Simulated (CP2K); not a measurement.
**Be2C under changes of volume**

One of the cells (6.765 Å³/atom); the others are scaled copies at fixed shape and fractional positions:

```
CELL_PARAMETERS angstrom
3.06177 0.00000 0.00000
1.53089 2.65157 0.00000
1.53089 0.88386 2.49993
ATOMIC_POSITIONS crystal
C 0.00000 0.00000 0.00000
Be 0.75000 0.75000 0.75000
Be 0.25000 0.25000 0.25000
```

```yaml
Program: CP2K 2026.2
Functional: PBEsol
Potentials_or_basis: POTENTIAL_UZH C GTH-PBE-q4, Be GTH-PBE-q4; TZVP-MOLOPT-PBE-GTH basis
Density_cutoff: 11565 eV
k_mesh: 11 × 11 × 11
Occupations: fermi-dirac, width 0.05 eV
Spin: no spin polarisation
```

```csv
volume (Å³/atom),energy over the lowest point (meV/atom),pressure (GPa),gap on the mesh (eV)
6.359,23.15,16.2,3.28
6.495,11.64,11.2,3.24
6.630,?,?,?
6.765,0.40,2.4,3.16
6.901,0.00,-1.4,3.12
7.036,2.70,-4.9,3.08
7.171,8.23,-8.1,3.04
```

Question: What does the run at 6.630 Å³/atom give?

Answer: Energy over the lowest point 4.18 meV/atom; pressure 6.6 GPa; gap on the mesh 3.20 eV.

Worked out: A Birch-Murnaghan fit of order 3 (a polynomial in V^(-2/3)) to the other rows has its minimum at 6.85 Å³/atom with B0 = V·E''(V) = 192 GPa and B' = 3.2. It gives 4.19 meV/atom at 6.630 Å³/atom, against the run's 4.18, and -dE/dV = 6.6 GPa, against 6.6. A straight line through the other rows of the gap, of slope -1.99 eV per unit of ln V, gives 3.20 eV, against the run's 3.20.

Energies are extrapolated to zero smearing.

Caveats: the potentials were made for another functional, which shifts forces and pressure; an odd mesh through Γ misses points on the zone boundary, where band edges often lie; the basis of atomic orbitals isn't converged, which shifts pressures, moduli and gaps.
